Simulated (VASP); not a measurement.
Crystal: VN.

```
V N
1.0
     0.00000    2.04000    2.04000
     2.04000    0.00000    2.04000
     2.04000    2.04000    0.00000
V N
1 1
Cartesian
  0.0000 0.0000 0.0000
  2.0400 2.0400 2.0400
```

The cell was built by a generator and needn't be a form met in nature.

* Program: VASP 6.6.1
* Task: relaxation of cell and atoms
* Functional: r2SCAN
* Potentials or basis: VASP PAW PBE potentials, release 64 (V_sv, N)
* Cutoff: 600 eV
* k mesh: 18 × 18 × 18
* Occupations: methfessel-paxton, width 0.1 eV
* Spin: no spin polarisation

At the start: pressure 6.5 GPa; volume 8.49 Å³/atom.

**Question.** Where does the relaxation end?

**Answer.** Over 3 steps the energy falls by 3.2 meV/atom and the volume is 8.65 Å³/atom (+1.9 %); space group Fm-3m (No. 225, to 0.05 Å).

Step by step:
| step | energy change (eV) | largest force (eV/Å) | pressure (GPa) | volume (Å³) |
| --- | --- | --- | --- | --- |
| 1 | 0.0000 | 0.0000 | 6.51 | 16.98 |
| 2 | 0.0102 | 0.0000 | -9.65 | 17.84 |
| 3 | -0.0065 | 0.0000 | -0.09 | 17.30 |

Final structure:
```cif
data_structure
_symmetry_space_group_name_H-M 'P 1'
_symmetry_Int_Tables_number 1
_cell_length_a 2.9033
_cell_length_b 2.9033
_cell_length_c 2.9033
_cell_angle_alpha 60.000
_cell_angle_beta 60.000
_cell_angle_gamma 60.000
_cell_volume 17.30
loop_
_atom_site_label
_atom_site_type_symbol
_atom_site_fract_x
_atom_site_fract_y
_atom_site_fract_z
_atom_site_occupancy
V1 V 0.00000 0.00000 0.00000 1
N1 N 0.50000 0.50000 0.50000 1
```

Caveat: the PAW data sets were made with another functional, which shifts forces and pressure a little; the run has no spin polarisation, though such a crystal can be magnetic.
